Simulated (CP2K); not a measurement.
Runs of CP2K 2026.2 on ZnS. Symmetry: F-43m, No. 216, cubic system. The conventional cell has a = 5.404 Å, b = 5.404 Å, c = 5.404 Å, α = 90.00°, β = 90.00°, γ = 90.00°. Zn (site symmetry -43m) has 4 S at 2.34 Å as nearest neighbours. S (site symmetry -43m) is surrounded by 4 Zn at 2.34 Å. 

| task | level | potentials or basis | smearing | NGRIDS | CUTOFF of the grids | points a segment of the path (NPOINTS) | bands added on the path | cutoff of the non-local correlation (Ry) | gap on the mesh (eV) | pressure (GPa) |
| --- | --- | --- | --- | --- | --- | --- | --- | --- | --- | --- |
| single point | PBEsol | POTENTIAL_UZH Zn GTH-PBE-q12, S GTH-PBE-q6; TZVP-MOLOPT-PBE-GTH basis | gaussian 0.1 eV | 5 | 450 Ry | - | - | - | 1.90 | -1.3 |
| band structure | PBEsol | POTENTIAL_UZH Zn GTH-PBE-q12, S GTH-PBE-q6; TZVP-MOLOPT-PBE-GTH basis | gaussian 0.01 eV | 4 | 450 Ry | 8 | 4 | - | 1.90 | -1.3 |
| band structure | revPBE | POTENTIAL_UZH Zn GTH-PBE-q12, S GTH-PBE-q6; TZVP-MOLOPT-PBE-GTH basis | fermi-dirac 0.05 eV | 5 | 450 Ry | 10 | 4 | - | (b) | 3.6 |
| single point | RPBE | POTENTIAL_UZH Zn GTH-PBE-q12, S GTH-PBE-q6; TZVP-MOLOPT-PBE-GTH basis | gaussian 0.05 eV | 4 | 450 Ry | - | - | - | 2.23 | 4.2 |
| single point | r2SCAN+rVV10 | POTENTIAL_UZH Zn GTH-SCAN-q12, S GTH-SCAN-q6; TZVP-MOLOPT-SCAN-GTH basis | gaussian 0.01 eV | 5 | 675 Ry | - | - | 300 | 2.45 | (a) |

Alike in all rows: no spin polarisation; cell as given; k mesh 9 × 9 × 9.

Task: Fill in the values left out.

Result: (a) -1.6; (b) 2.18.

Caveats: the basis of atomic orbitals isn't converged, which shifts pressures, moduli and gaps; the potentials were made for another functional, which shifts forces and pressure (some runs).

Runs at the PBE level aren't shown here.
